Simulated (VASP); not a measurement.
# CO2 (P4_2/mnm) in VASP: further runs

The runs below take CO2 through single point, with r2SCAN.

Program: VASP 6.6.1. These are calculated values, not measurements. Logs are shortened: lines on timing, memory, paths and dates and some standing lists are left out, and cuts for length are marked.

### Step 1. The structure

It takes space group P4_2/mnm (No. 136, tetragonal). The conventional cell has a = 4.227 Å, b = 4.227 Å, c = 4.688 Å, α = 90.00°, β = 90.00°, γ = 90.00°. O (site symmetry m2m) has 1 C at 1.17 Å as nearest neighbours. Around C (site symmetry mmm) lie 2 O at 1.17 Å.

The cell comes from a database or a generator and needn't be the stable form of this composition.

### Step 2. Single point, r2SCAN

File INCAR:

```
PREC = Accurate
ENCUT = 400
EDIFF = 1E-6
ISMEAR = 0
SIGMA = 0.05
LREAL = False
LASPH = True
NELM = 100
ALGO = Normal
ISIF = 2
LWAVE = False
LCHARG = False
METAGGA = R2SCAN
LMIXTAU = True
ADDGRID = False
```

File KPOINTS:

```
regular mesh
0
Gamma
  8 8 7
```

File POSCAR:

```
CO2
1.0
    4.2272127900      0.0000000000      0.0000000000
    0.0000000000      4.2272127900      0.0000000000
    0.0000000000      0.0000000000      4.6877715900
O C
4 2
Direct
    0.8048268600      0.8048268600      0.0000000000
    0.1951731400      0.1951731400      0.0000000000
    0.6951731400      0.3048268600      0.5000000000
    0.3048268600      0.6951731400      0.5000000000
    0.0000000000      0.0000000000      0.0000000000
    0.5000000000      0.5000000000      0.5000000000
```

Potentials or basis: VASP PAW PBE potentials, release 64 (O, C).

On the command line:

```bash
cat potpaw_PBE.64/O/POTCAR potpaw_PBE.64/C/POTCAR > POTCAR
mpirun -np 1 vasp_std > vasp.out
```

OUTCAR:

```text
PREC = Accurate
   ENCUT = 400
   EDIFF = 1E-6
   ISMEAR = 0
   LREAL = False
   LASPH = True
   NELM = 100
   ISIF = 2
   METAGGA = R2SCAN

 Found     60 irreducible k-points:

 Following reciprocal coordinates:
            Coordinates               Weight
  0.000000  0.000000  0.000000      1.000000
  0.125000  0.000000  0.000000      4.000000
  0.250000  0.000000  0.000000      4.000000
  0.375000  0.000000  0.000000      4.000000
  0.500000  0.000000  0.000000      2.000000
  0.125000  0.125000  0.000000      4.000000
   k-points           NKPTS =     60   k-points in BZ     NKDIM =     60   number of bands    NBANDS=     20
   number of dos      NEDOS =    301   number of ions     NIONS =      6
   total plane-waves  NPLWV =  25088
   dimension x,y,z NGX =    28 NGY =   28 NGZ =   32
   dimension x,y,z NGXF=    56 NGYF=   56 NGZF=   64
   ions per type =               4   2
   NGX,Y,Z   is equivalent  to a cutoff of  11.01, 11.01, 11.35 a.u.
   NGXF,Y,Z  is equivalent  to a cutoff of  22.02, 22.02, 22.70 a.u.
 SYSTEM =  unknown system
   PREC   = accura    normal or accurate (medium, high low for compatibility)
   ISTART =      0    job   : 0-new  1-cont  2-samecut
   ICHARG =      2    charge: 1-file 2-atom 10-const
   ISPIN  =      1    spin polarized calculation?
   LNONCOLLINEAR =      F non collinear calculations
   LSORBIT =      F    spin-orbit coupling
   LASPH  =      T    aspherical Exc in radial PAW
   ENCUT  =  400.0 eV  29.40 Ry    5.42 a.u.   6.89  6.89  7.64*2*pi/ulx,y,z
   NELM   =    100;   NELMIN=  2; NELMDL= -5     # of ELM steps
   EDIFF  = 0.1E-05   stopping-criterion for ELM
   LREAL  =      F    real-space projection
   EDIFFG = 0.1E-04   stopping-criterion for IOM
   NSW    =      0    number of steps for IOM
   IBRION =     -1    ionic relax: 0-MD 1-quasi-New 2-CG
   NFREE  =      0    steps in history (QN), initial steepest desc. (CG)
   ISIF   =      2    stress and relaxation
   ISYM   =      2    0-nonsym 1-usesym 2-fastsym
   POTIM  = 0.5000    time-step for ionic-motion
   TEBEG  =    0.0;   TEEND  =   0.0 temperature during run
   PSTRESS=    0.0 pullay stress
   NELECT =      32.0000    total number of electrons
   NUPDOWN=      -1.0000    fix difference up-down
   EMIN   =  10.00;   EMAX   =-10.00  energy-range for DOS
   EFERMI =   0.00;   METHOD = LEGACY
   ISMEAR =     0;   SIGMA  =   0.05  broadening in eV -4-tet -1-fermi 0-gaus
   EFERMI_NEDOS =   21; number of points for ismear=-14 and -15
   IALGO  =     38    algorithm
   IMIX   =      4    mixing-type and parameters
     AMIX     =   0.40;   BMIX     =  1.00
     AMIX_MAG =   1.60;   BMIX_MAG =  1.00
  volume/ion in A,a.u.               =      13.96        94.21
  Fermi-wavevector in a.u.,A,eV,Ry     =   1.187864  2.244737 19.198094  1.411020
  Thomas-Fermi vector in A             =   2.324006
   LORBIT       =      0    0 simple, 1 ext, 2 COOP (PROOUT), +10 PAW based schemes
   METAGGA = R2SCAN    functional components
   LHFCALC =     F    Hartree Fock is set to
   AEXX    =    0.0000 exact exchange contribution
   IVDW    =     0    specifies the selected vdW correction
   LEPSILON=     F    determine dielectric tensor
   LRPA    =     F    only Hartree local field effects (RPA)
 non-spin polarized calculation
 Gauss-broadening in eV      SIGMA  =   0.05
  energy-cutoff  :      400.00
  volume of cell :       83.77
 maximum number of plane-waves:      1536
 NGX is ok and might be reduce to    28
   NGX = 13   NGY = 13   NGZ = 15

 number of electron      31.9999953 magnetization

 Free energy of the ion-electron system (eV)
  ---------------------------------------------------
  ext. energy  EPLUGINS =         0.00000000
  ---------------------------------------------------
  free energy    TOTEN  =       -51.56442842 eV

  energy without entropy =      -51.56442842  energy(sigma->0) =      -51.56442842

 E-fermi :  -3.3754     XC(G=0):  -8.5826

 val. band max:       -3.5959839952   @ k =   0.5000   0.5000   0.4286
 cond. band min:       3.5677727093   @ k =   0.0000   0.0000   0.0000
 fundamental gap:      7.1637567044
 Fermi energy:        -3.3754042189

 k-point     1 :       0.0000    0.0000    0.0000
  band No.  band energies     occupation
      1     -25.6276      2.00000
      2     -25.3328      2.00000
      3     -24.3241      2.00000
      4     -24.3241      2.00000
      5      -9.5384      2.00000
      6      -9.1580      2.00000
[... 12 lines left out ...]
     19       4.9937      0.00000
     20       4.9937      0.00000

 k-point     2 :       0.1250    0.0000    0.0000
  band No.  band energies     occupation
      1     -25.6113      2.00000
      2     -25.3386      2.00000
      3     -24.3303      2.00000
      4     -24.3281      2.00000
      5      -9.5108      2.00000
      6      -9.1787      2.00000
[... 12 lines left out ...]
     19       5.0216      0.00000
     20       5.0238      0.00000

 k-point     3 :       0.2500    0.0000    0.0000
  band No.  band energies     occupation
      1     -25.5689      2.00000
      2     -25.3572      2.00000
      3     -24.3442      2.00000
      4     -24.3400      2.00000
      5      -9.4348      2.00000
      6      -9.2217      2.00000
[... 12 lines left out ...]
     19       5.0965      0.00000
     20       5.1049      0.00000

 k-point     4 :       0.3750    0.0000    0.0000
  band No.  band energies     occupation
      1     -25.5087      2.00000
      2     -25.3915      2.00000
      3     -24.3560      2.00000
      4     -24.3509      2.00000
      5      -9.3446      2.00000
      6      -9.2567      2.00000
[... 12 lines left out ...]
     19       5.1800      0.00000
     20       5.3971      0.00000

 k-point     5 :       0.5000    0.0000    0.0000
  band No.  band energies     occupation
      1     -25.4451      2.00000
      2     -25.4451      2.00000
      3     -24.3593      2.00000
      4     -24.3593      2.00000
      5      -9.2871      2.00000
      6      -9.2871      2.00000
[... 12 lines left out ...]
     19       5.3276      0.00000
     20       5.3276      0.00000

 k-point     6 :       0.1250    0.1250    0.0000
  band No.  band energies     occupation
      1     -25.5958      2.00000
      2     -25.3428      2.00000
      3     -24.3351      2.00000
      4     -24.3328      2.00000
      5      -9.4867      2.00000
      6      -9.1963      2.00000
[... 12 lines left out ...]
     19       4.9962      0.00000
     20       5.1145      0.00000

 [... further k-points ...]
[... 5 lines left out ...]
  --------------------------------------------------------------------------------------
  -------------------------------------------------------------------------------------
  Total       -2.1896273     -2.1896273     -2.7033376     -0.0000000      0.0000000      0.0000000
  in kB      -41.8799474    -41.8799474    -51.7054358     -0.0000000      0.0000000      0.0000000
  external PRESSURE =     -45.1551102 kB  Pullay stress =       0.0000000 kB

 VOLUME and BASIS-vectors are now :
 -----------------------------------------------------------------------------
  energy-cutoff  :      400.00
  volume of cell :       83.77
      direct lattice vectors                 reciprocal lattice vectors
     4.227212790  0.000000000  0.000000000     0.236562494  0.000000000  0.000000000
     0.000000000  4.227212790  0.000000000     0.000000000  0.236562494  0.000000000
     0.000000000  0.000000000  4.687771590     0.000000000  0.000000000  0.213320974

 POSITION                                       TOTAL-FORCE (eV/Angst)
 -----------------------------------------------------------------------------------
      3.40217      3.40217      0.00000        -0.035869     -0.035869      0.000000
      0.82504      0.82504      0.00000         0.035869      0.035869     -0.000000
      2.93864      1.28857      2.34389         0.035869     -0.035869      0.000000
      1.28857      2.93864      2.34389        -0.035869      0.035869     -0.000000
      0.00000      0.00000      0.00000         0.000000      0.000000     -0.000000
      2.11361      2.11361      2.34389         0.000000      0.000000     -0.000000
 -----------------------------------------------------------------------------------
    total drift:                                0.000000      0.000000      0.000000

  FREE ENERGIE OF THE ION-ELECTRON SYSTEM (eV)
  ---------------------------------------------------
  free  energy   TOTEN  =       -51.5644284222 eV

  energy  without entropy=      -51.5644284222  energy(sigma->0) =      -51.56442842
```

Run time: 2.2 min. Hardware: 1 thread of Intel Xeon 6975P-C (Granite Rapids), shared host; peak memory 0.19 GiB.

The run converged, but some of its settings lie outside the range that counts as converged, so its numbers aren't taken as properties of the crystal.

What came out:

```yaml
Free_energy: -51.5644 eV
Largest_force: 0.051 eV/Å
Band_gap_on_the_k_mesh: 7.16 eV, indirect (least direct gap 7.65 eV)
```

Caveat: the cutoff is under 1.25 times the usual one of these potentials, so pressure, stress and relaxed cells hold a basis-set (Pulay) error; the standard files for N, O and F lose accuracy on very short bonds; the PAW data sets were made with another functional, which shifts forces and pressure a little; an odd mesh through Γ misses points on the zone boundary, where band edges often lie.

### Step 3. Single point, r2SCAN

INCAR is that of step 2.

KPOINTS is that of step 2.

File POSCAR:

```
CO2
1.0
    4.2272127900      0.0000000000      0.0000000000
    0.0000000000      4.2272127900      0.0000000000
    0.0000000000      0.0000000000      4.6877715900
O C
4 2
Direct
    0.7998550000      0.8106260000     -0.0015650000
    0.2049920000      0.2030910000     -0.0012650000
    0.6721320000      0.3073690000      0.5000860000
    0.3101930000      0.6757250000      0.4907480000
   -0.0081430000      0.0098620000     -0.0042660000
    0.4753520000      0.5019460000      0.5043420000
```

Potentials or basis: VASP PAW PBE potentials, release 64 (O, C).

On the command line:

```bash
cat potpaw_PBE.64/O/POTCAR potpaw_PBE.64/C/POTCAR > POTCAR
mpirun -np 1 vasp_std > vasp.out
```

OUTCAR:

```text
PREC = Accurate
   ENCUT = 400
   EDIFF = 1E-6
   ISMEAR = 0
   LREAL = False
   LASPH = True
   NELM = 100
   ISIF = 2
   METAGGA = R2SCAN

 Found    226 irreducible k-points:

 Following reciprocal coordinates:
            Coordinates               Weight
  0.000000  0.000000  0.000000      1.000000
  0.125000  0.000000  0.000000      2.000000
  0.000000  0.125000  0.000000      2.000000
  0.250000  0.000000  0.000000      2.000000
  0.000000  0.250000  0.000000      2.000000
  0.375000  0.000000  0.000000      2.000000
   k-points           NKPTS =    226   k-points in BZ     NKDIM =    226   number of bands    NBANDS=     20
   number of dos      NEDOS =    301   number of ions     NIONS =      6
   total plane-waves  NPLWV =  25088
   dimension x,y,z NGX =    28 NGY =   28 NGZ =   32
   dimension x,y,z NGXF=    56 NGYF=   56 NGZF=   64
   ions per type =               4   2
   NGX,Y,Z   is equivalent  to a cutoff of  11.01, 11.01, 11.35 a.u.
   NGXF,Y,Z  is equivalent  to a cutoff of  22.02, 22.02, 22.70 a.u.
 SYSTEM =  unknown system
   PREC   = accura    normal or accurate (medium, high low for compatibility)
   ISTART =      0    job   : 0-new  1-cont  2-samecut
   ICHARG =      2    charge: 1-file 2-atom 10-const
   ISPIN  =      1    spin polarized calculation?
[... 53 lines left out ...]

 E-fermi :  -3.2173     XC(G=0):  -8.5218

 val. band max:       -3.4839029634   @ k =   0.5000   0.5000   0.4286
 cond. band min:       3.5429744043   @ k =   0.0000   0.0000   0.0000
 fundamental gap:      7.0268773677
 Fermi energy:        -3.2173389232

 k-point     1 :       0.0000    0.0000    0.0000
  band No.  band energies     occupation
      1     -27.7118      2.00000
      2     -25.3781      2.00000
      3     -24.1656      2.00000
      4     -23.9009      2.00000
      5      -9.5871      2.00000
      6      -9.2461      2.00000
[... 127 lines left out ...]
     19       5.2714      0.00000
     20       6.5923      0.00000

 [... further k-points ...]
[... 5 lines left out ...]
  --------------------------------------------------------------------------------------
  -------------------------------------------------------------------------------------
  Total        7.9402522      9.6945202     -2.7241320    -16.8962961     -1.2081459      1.0980685
  in kB      151.8693783    185.4224180    -52.1031614   -323.1673159    -23.1076239     21.0022281
  external PRESSURE =      95.0628783 kB  Pullay stress =       0.0000000 kB

 VOLUME and BASIS-vectors are now :
 -----------------------------------------------------------------------------
  energy-cutoff  :      400.00
  volume of cell :       83.77
      direct lattice vectors                 reciprocal lattice vectors
     4.227212790  0.000000000  0.000000000     0.236562494  0.000000000  0.000000000
     0.000000000  4.227212790  0.000000000     0.000000000  0.236562494  0.000000000
     0.000000000  0.000000000  4.687771590     0.000000000  0.000000000  0.213320974

 POSITION                                       TOTAL-FORCE (eV/Angst)
 -----------------------------------------------------------------------------------
      3.38116      3.42669      4.68044         0.331995      0.586202     -0.086219
      0.86654      0.85851      4.68184        -3.189320     -2.583327     -0.125947
      2.84124      1.29931      2.34429         0.840911     -0.958106      0.348669
      1.31125      2.85643      2.30051       -18.259312     18.968015     -1.194412
      4.19279      0.04169      4.66777         2.759477      2.027410      0.202244
      2.00941      2.12183      2.36424        17.516249    -18.040194      0.855665
 -----------------------------------------------------------------------------------
    total drift:                               -0.000702      0.000794     -0.000437

  FREE ENERGIE OF THE ION-ELECTRON SYSTEM (eV)
  ---------------------------------------------------
  free  energy   TOTEN  =       -49.7541577728 eV

  energy  without entropy=      -49.7541577728  energy(sigma->0) =      -49.75415777
```

OSZICAR:

```text
N       E                     dE             d eps       ncg     rms          rms(c)
DAV:   1     0.165953855775E+03    0.16595E+03   -0.15387E+04  9112   0.121E+03
DAV:   2    -0.531930866686E+02   -0.21915E+03   -0.21206E+03 12816   0.308E+02
DAV:   3    -0.639589553509E+02   -0.10766E+02   -0.10728E+02 10496   0.760E+01
[... 14 lines left out ...]
DAV:  18    -0.497541099017E+02   -0.13503E-03   -0.26568E-05 10236   0.561E-02    0.645E-03
DAV:  19    -0.497541481938E+02   -0.38292E-04   -0.11701E-05 10488   0.344E-02    0.115E-03
DAV:  20    -0.497541564437E+02   -0.82499E-05   -0.15203E-06  6964   0.129E-02    0.455E-04
DAV:  21    -0.497541576861E+02   -0.12424E-05   -0.44144E-07  7108   0.771E-03    0.328E-04
DAV:  22    -0.497541577728E+02   -0.86710E-07   -0.19397E-07  6688   0.410E-03
   1 F= -.49754158E+02 E0= -.49754158E+02  d E =-.573633E-16
```

stdout:

```text
POSCAR found type information on POSCAR O C
 POSCAR found :  2 types and       6 ions
 scaLAPACK will be used
 -----------------------------------------------------------------------------
|                                                                             |
|                                                                             |
|     You enforced a specific xc type in the INCAR file but a different       |
|     I HOPE YOU KNOW WHAT YOU ARE DOING!                                     |
|                                                                             |
 -----------------------------------------------------------------------------

 LDA part: xc-table for (None), standard interpolation
 POSCAR, INCAR and KPOINTS ok, starting setup
 FFT: planning ... GRIDC
 FFT: planning ... GRID_SOFT
 FFT: planning ... GRID
 WAVECAR not read
 entering main loop
```

Run time: 6.9 min. Hardware: 1 thread of Intel Xeon 6975P-C (Granite Rapids), shared host; peak memory 0.31 GiB.

These settings aren't checked as converged: the numbers below hold their error.

What came out:

| Property | Result |
| --- | --- |
| Free energy | -49.7542 eV |
| Largest force | 26.356 eV/Å |
| Band gap on the k mesh | 7.03 eV, indirect (least direct gap 7.44 eV) |

Caveat: the cutoff is under 1.25 times the usual one of these potentials, so pressure, stress and relaxed cells hold a basis-set (Pulay) error; the standard files for N, O and F lose accuracy on very short bonds; the PAW data sets were made with another functional, which shifts forces and pressure a little; an odd mesh through Γ misses points on the zone boundary, where band edges often lie.

### Step 4. Single point, r2SCAN

INCAR: that of step 3 with these lines changed.

```diff
@@ -1,3 +1,3 @@
 PREC = Accurate
-ENCUT = 400
+ENCUT = 460
 EDIFF = 1E-6
```

KPOINTS is that of step 3.

File POSCAR:

```
CO2
1.0
    4.2272127900      0.0000000000      0.0000000000
    0.0000000000      4.2272127900      0.0000000000
    0.0000000000      0.0000000000      4.6877715900
O C
4 2
Direct
    0.8048268600      0.8048268600      0.0000000000
    0.1951731400      0.1951731400      0.0000000000
    0.6951731400      0.3048268600      0.5000000000
    0.3048268600      0.6951731400      0.5000000000
    0.0000000000      0.0000000000      0.0000000000
    0.5000000000      0.5000000000      0.5000000000
```

On the command line:

```bash
cat potpaw_PBE.64/O/POTCAR potpaw_PBE.64/C/POTCAR > POTCAR
mpirun -np 1 vasp_std > vasp.out
```

Run time: 2.9 min. Hardware: 1 thread of Intel Xeon 6975P-C (Granite Rapids), shared host; peak memory 0.21 GiB.

These settings aren't checked as converged: the numbers below hold their error.

What came out:

| Item | Value |
| --- | --- |
| Free energy | -51.4848 eV |
| Pressure | -0.4 GPa |
| Largest force | 0.057 eV/Å |
| Band gap on the k mesh | 7.16 eV, indirect (least direct gap 7.64 eV) |

Caveat: the cutoff is under 1.25 times the usual one of these potentials, so pressure, stress and relaxed cells hold a basis-set (Pulay) error; the standard files for N, O and F lose accuracy on very short bonds; the PAW data sets were made with another functional, which shifts forces and pressure a little; an odd mesh through Γ misses points on the zone boundary, where band edges often lie.

### Step 5. The reference run

An earlier run on the cell as given: functional PBE; potentials or basis VASP PAW PBE potentials, release 64 (O, C); cutoff 520 eV; k mesh 6 × 6 × 6; occupations fermi-dirac, width 0.05 eV; no spin polarisation.

* Pressure: 4.1 GPa
* Largest force: 0.780 eV/Å
* Band gap on the k mesh: 6.57 eV, indirect (least direct gap 7.04 eV)
